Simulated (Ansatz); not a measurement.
## ZnSe in Ansatz: the effect of exact exchange

The system is ZnSe.

```
CELL_PARAMETERS angstrom
4.10770 0.00000 0.00000
0.00000 4.10770 0.00000
0.00000 0.00000 6.07035
ATOMIC_POSITIONS crystal
Se 0.50000 0.00000 0.75372
Se 0.00000 0.50000 0.24628
Zn 0.50000 0.50000 0.00000
Zn 0.00000 0.00000 0.00000
```

Measurements of this composition are mostly on another form, of space group No. 216.

Alike in all runs:

```yaml
Program: Ansatz 0.2.0
Task: single point
Functional: HSE06 form with a typed share of exact exchange
Potentials_or_basis: Ansatz PAW
Cutoff: "420 eV (not typed: the program's choice for these potentials)"
k_mesh: 4 × 4 × 3
Occupations: fermi-dirac, width 0.05 eV
Spin: no spin polarisation
```

| exact exchange | gap on the mesh (eV) | pressure (GPa) | largest force (eV/Å) |
| --- | --- | --- | --- |
| 0.05 | 2.15 | -0.3 | 0.16 |
| 0.1 | 2.35 | -0.5 | 0.22 |
| 0.15 | ? | ? | ? |
| 0.2 | 2.75 | -0.8 | 0.34 |
| 0.25 | 2.95 | -1.0 | 0.39 |
| 0.3 | 3.16 | -1.2 | 0.45 |
| 0.4 | 3.58 | -1.5 | 0.55 |
| 0.5 | 4.01 | -1.8 | 0.65 |

What does the run with exact exchange 0.15 give?

gap on the mesh 2.55 eV; pressure -0.7 GPa; largest force 0.28 eV/Å.

Worked out: A straight line through the other rows of the gap on the mesh, of slope 4.13 eV per unit of exact exchange, gives 2.55 eV, against the run's 2.55. A straight line through the other rows of the pressure, of slope -3.35 GPa per unit of exact exchange, gives -0.7 GPa, against the run's -0.7. A straight line through the other rows of the largest force, of slope 1.09 eV/Å per unit of exact exchange, gives 0.28 eV/Å, against the run's 0.28.

Caveats: odd divisions of the mesh miss points on the zone boundary, where band edges often lie, so the gap on the mesh can be too wide; the PAW data sets come from PBE, with cores solved anew for the run's functional, which leaves a small shift of forces and pressure; the thresholds are loose for stress.

A k mesh can miss the band edges.
